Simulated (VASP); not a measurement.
# PbS (P-6m2) in VASP: notebook, part 2 of 3

VASP 6.6.1. Earlier steps stand in the parts before.

### Step 5. Single point, PBE

File INCAR:

```
SYSTEM = PbS
PREC = Low
ENCUT = 500
EDIFF = 1E-6
ISMEAR = 0
SIGMA = 0.05
LREAL = .FALSE.
LASPH = .TRUE.
NELM = 100
ALGO = Normal
ISIF = 2
LWAVE = .FALSE.
LCHARG = .FALSE.
GGA = PE
NBANDS = 12
ADDGRID = .FALSE.
```

File KPOINTS:

```
Automatic mesh
0
G
  8 8 7
  0 0 0
```

File POSCAR:

```
PbS
1.0
    4.0896976867      0.0000000000      0.0000000000
   -2.0448488433      3.5417820905      0.0000000000
    0.0000000000      0.0000000000      3.7881670000
Pb S
1 1
Direct
    0.0000000000      0.0000000000      0.0000000000
    0.6666666667      0.3333333333      0.5000000000
```

Potentials or basis: VASP PAW PBE potentials, release 64 (Pb, S).

Command:

```console
$ cat potpaw_PBE.64/Pb/POTCAR potpaw_PBE.64/S/POTCAR > POTCAR
$ mpirun -np 1 vasp_std > vasp.out
```

OUTCAR:

```text
SYSTEM = PbS
   PREC = Low
   ENCUT = 500
   EDIFF = 1E-6
   ISMEAR = 0
   LREAL = .FALSE.
   LASPH = .TRUE.
   NELM = 100
   ISIF = 2
   GGA = PE

 Found     40 irreducible k-points:

 Following reciprocal coordinates:
            Coordinates               Weight
  0.000000  0.000000  0.000000      1.000000
  0.125000  0.000000  0.000000      6.000000
  0.250000  0.000000  0.000000      6.000000
  0.375000  0.000000  0.000000      6.000000
  0.500000  0.000000  0.000000      3.000000
  0.125000  0.125000  0.000000      6.000000
   k-points           NKPTS =     40   k-points in BZ     NKDIM =     40   number of bands    NBANDS=     12
   number of dos      NEDOS =    301   number of ions     NIONS =      2
   total plane-waves  NPLWV =  13824
   dimension x,y,z NGX =    24 NGY =   24 NGZ =   24
   dimension x,y,z NGXF=    24 NGYF=   24 NGZF=   24
   ions per type =               1   1
   NGX,Y,Z   is equivalent  to a cutoff of   9.76,  9.76, 10.53 a.u.
   NGXF,Y,Z  is equivalent  to a cutoff of   9.76,  9.76, 10.53 a.u.
 SYSTEM =  PbS
   PREC   = low       normal or accurate (medium, high low for compatibility)
   ISTART =      0    job   : 0-new  1-cont  2-samecut
   ICHARG =      2    charge: 1-file 2-atom 10-const
   ISPIN  =      1    spin polarized calculation?
   LNONCOLLINEAR =      F non collinear calculations
   LSORBIT =      F    spin-orbit coupling
   LASPH  =      T    aspherical Exc in radial PAW
   ENCUT  =  500.0 eV  36.75 Ry    6.06 a.u.   7.46  7.46  6.91*2*pi/ulx,y,z
   NELM   =    100;   NELMIN=  2; NELMDL= -5     # of ELM steps
   EDIFF  = 0.1E-05   stopping-criterion for ELM
   LREAL  =      F    real-space projection
   EDIFFG = 0.1E-04   stopping-criterion for IOM
   NSW    =      0    number of steps for IOM
   IBRION =     -1    ionic relax: 0-MD 1-quasi-New 2-CG
   NFREE  =      0    steps in history (QN), initial steepest desc. (CG)
   ISIF   =      2    stress and relaxation
   ISYM   =      2    0-nonsym 1-usesym 2-fastsym
   POTIM  = 0.5000    time-step for ionic-motion
   TEBEG  =    0.0;   TEEND  =   0.0 temperature during run
   PSTRESS=    0.0 pullay stress
   NELECT =      10.0000    total number of electrons
   NUPDOWN=      -1.0000    fix difference up-down
   EMIN   =  10.00;   EMAX   =-10.00  energy-range for DOS
   EFERMI =   0.00;   METHOD = LEGACY
   ISMEAR =     0;   SIGMA  =   0.05  broadening in eV -4-tet -1-fermi 0-gaus
   EFERMI_NEDOS =   21; number of points for ismear=-14 and -15
   IALGO  =     38    algorithm
   IMIX   =      4    mixing-type and parameters
     AMIX     =   0.40;   BMIX     =  1.00
     AMIX_MAG =   1.60;   BMIX_MAG =  1.00
  volume/ion in A,a.u.               =      27.44       185.14
  Fermi-wavevector in a.u.,A,eV,Ry     =   0.928170  1.753987 11.721408  0.861499
  Thomas-Fermi vector in A             =   2.054318
   LORBIT       =      0    0 simple, 1 ext, 2 COOP (PROOUT), +10 PAW based schemes
   GGA     = PE    functional components
   LHFCALC =     F    Hartree Fock is set to
   AEXX    =    0.0000 exact exchange contribution
   IVDW    =     0    specifies the selected vdW correction
   LEPSILON=     F    determine dielectric tensor
   LRPA    =     F    only Hartree local field effects (RPA)
 non-spin polarized calculation
 Gauss-broadening in eV      SIGMA  =   0.05
  energy-cutoff  :      500.00
  volume of cell :       54.87
 maximum number of plane-waves:      1424
   NGX = 15   NGY = 15   NGZ = 13

 number of electron      10.0000000 magnetization

 number of electron       9.9999996 magnetization

 Free energy of the ion-electron system (eV)
  ---------------------------------------------------
  ext. energy  EPLUGINS =         0.00000000
  ---------------------------------------------------
  free energy    TOTEN  =        -8.55666207 eV

  energy without entropy =       -8.55664293  energy(sigma->0) =       -8.55665250

 E-fermi :   3.9075     XC(G=0):  -9.3460

 val. band max:        3.8112313706   @ k =   0.3750   0.2500   0.0000
 cond. band min:       4.0116488616   @ k =   0.3750   0.2500   0.4286
 fundamental gap:      0.2004174909
 Fermi energy:         3.9075248984

 k-point     1 :       0.0000    0.0000    0.0000
  band No.  band energies     occupation
      1      -9.2474      2.00000
      2      -2.5633      2.00000
      3       1.7535      2.00000
      4       2.2254      2.00000
      5       2.2254      2.00000
      6       7.3542      0.00000
      7       7.3542      0.00000
      8       9.1638      0.00000
      9      10.3992      0.00000
     10      10.9401      0.00000
     11      14.8172      0.00000
     12      14.8172      0.00000

 k-point     2 :       0.1250    0.0000    0.0000
  band No.  band energies     occupation
      1      -9.1299      2.00000
      2      -2.8335      2.00000
      3       1.8709      2.00000
      4       2.0415      2.00000
      5       2.2502      2.00000
      6       6.7309      0.00000
      7       7.6739      0.00000
      8       9.4288      0.00000
      9       9.9363      0.00000
     10      12.0269      0.00000
     11      13.9777      0.00000
     12      14.5711      0.00000

 k-point     3 :       0.2500    0.0000    0.0000
  band No.  band energies     occupation
      1      -8.8078      2.00000
      2      -3.5033      2.00000
      3       1.6603      2.00000
      4       2.1830      2.00000
      5       2.2453      2.00000
      6       6.0214      0.00000
      7       8.3699      0.00000
      8       9.0035      0.00000
      9       9.8570      0.00000
     10      12.5706      0.00000
     11      14.3794      0.00000
     12      14.8900      0.00000

 k-point     4 :       0.3750    0.0000    0.0000
  band No.  band energies     occupation
      1      -8.4020      2.00000
      2      -4.2339      2.00000
      3       1.3390      2.00000
      4       2.1575      2.00000
      5       2.5510      2.00000
      6       5.8075      0.00000
      7       8.1725      0.00000
      8       8.9554      0.00000
      9       9.5919      0.00000
     10      13.3353      0.00000
     11      14.7268      0.00000
     12      14.7861      0.00000

 k-point     5 :       0.5000    0.0000    0.0000
  band No.  band energies     occupation
      1      -8.1923      2.00000
      2      -4.5729      2.00000
      3       1.2184      2.00000
      4       2.1018      2.00000
      5       2.7272      2.00000
      6       5.8207      0.00000
      7       7.8321      0.00000
      8       9.1580      0.00000
      9       9.2946      0.00000
     10      14.6606      0.00000
     11      14.8192      0.00000
     12      14.9661      0.00000

 k-point     6 :       0.1250    0.1250    0.0000
  band No.  band energies     occupation
      1      -8.9092      2.00000
      2      -3.2955      2.00000
      3       1.5814      2.00000
      4       2.0866      2.00000
      5       2.4513      2.00000
      6       6.2100      0.00000
      7       8.0602      0.00000
      8       9.2684      0.00000
      9       9.8047      0.00000
     10      12.7185      0.00000
     11      14.1206      0.00000
     12      14.3543      0.00000

 [... further k-points ...]

------------------------ aborting loop because EDIFF is reached ----------------------------------------

  FORCE on cell =-STRESS in cart. coord.  units (eV):
  Direction    XX          YY          ZZ          XY          YZ          ZX
  --------------------------------------------------------------------------------------
  -------------------------------------------------------------------------------------
  Total       -0.0983022     -0.0983022     -0.1427159     -0.0000000     -0.0000000      0.0000000
  in kB       -2.8703291     -2.8703291     -4.1671665     -0.0000000     -0.0000000      0.0000000
  external PRESSURE =      -3.3026082 kB  Pullay stress =       0.0000000 kB

 VOLUME and BASIS-vectors are now :
 -----------------------------------------------------------------------------
  energy-cutoff  :      500.00
  volume of cell :       54.87
      direct lattice vectors                 reciprocal lattice vectors
     4.089697687  0.000000000  0.000000000     0.244516851  0.141171870  0.000000000
    -2.044848843  3.541782090  0.000000000     0.000000000  0.282343740  0.000000000
     0.000000000  0.000000000  3.788167000     0.000000000  0.000000000  0.263979914

 POSITION                                       TOTAL-FORCE (eV/Angst)
 -----------------------------------------------------------------------------------
      0.00000      0.00000      0.00000         0.000000     -0.000000      0.000000
      2.04485      1.18059      1.89408        -0.000000      0.000000      0.000000
 -----------------------------------------------------------------------------------
    total drift:                               -0.000002      0.000001      0.000000

  FREE ENERGIE OF THE ION-ELECTRON SYSTEM (eV)
  ---------------------------------------------------
  free  energy   TOTEN  =        -8.5566620695 eV

  energy  without entropy=       -8.5566429294  energy(sigma->0) =       -8.55665250
```

OSZICAR:

```text
N       E                     dE             d eps       ncg     rms          rms(c)
DAV:   1     0.331668435181E+02    0.33167E+02   -0.37595E+03   960   0.648E+02
DAV:   2    -0.651174287804E+01   -0.39679E+02   -0.38190E+02  1180   0.110E+02
DAV:   3    -0.916220643817E+01   -0.26505E+01   -0.26431E+01  1240   0.299E+01
DAV:   4    -0.918627384382E+01   -0.24067E-01   -0.24064E-01  1084   0.346E+00
DAV:   5    -0.918662290777E+01   -0.34906E-03   -0.34906E-03  1240   0.428E-01    0.837E+00
DAV:   6    -0.856481004477E+01    0.62181E+00   -0.24458E+00  1096   0.530E+00    0.542E+00
DAV:   7    -0.855676433771E+01    0.80457E-02   -0.20527E-01  1244   0.192E+00    0.363E+00
DAV:   8    -0.855723052836E+01   -0.46619E-03   -0.31543E-02  1120   0.871E-01    0.524E-01
DAV:   9    -0.855644393868E+01    0.78659E-03   -0.70769E-03  1144   0.303E-01    0.336E-01
DAV:  10    -0.855665645513E+01   -0.21252E-03   -0.88728E-04  1144   0.143E-01    0.581E-02
DAV:  11    -0.855665609234E+01    0.36279E-06   -0.33736E-05  1180   0.330E-02    0.373E-02
DAV:  12    -0.855666006283E+01   -0.39705E-05   -0.56479E-06  1164   0.111E-02    0.736E-03
DAV:  13    -0.855666204057E+01   -0.19777E-05   -0.27947E-06  1148   0.903E-03    0.346E-03
DAV:  14    -0.855666206950E+01   -0.28930E-07   -0.29688E-08   696   0.109E-03
   1 F= -.85566621E+01 E0= -.85566525E+01  d E =-.191401E-04
```

Run time: 5.3 s. Hardware: 1 thread of Intel Xeon 6975P-C (Granite Rapids), shared host; peak memory 0.13 GiB.

These settings aren't checked as converged: the numbers below hold their error.

Results:

```
Free energy            : -8.5567 eV
Pressure               : -0.3 GPa
Band gap on the k mesh : 0.20 eV, indirect (least direct gap 1.65 eV)
```

Caveat: spin-orbit coupling is left out, which as a rule narrows the gap of such compounds by several tenths of an eV; an odd mesh through Γ misses points on the zone boundary, where band edges often lie.

(Part 2 of 3 ends here.)
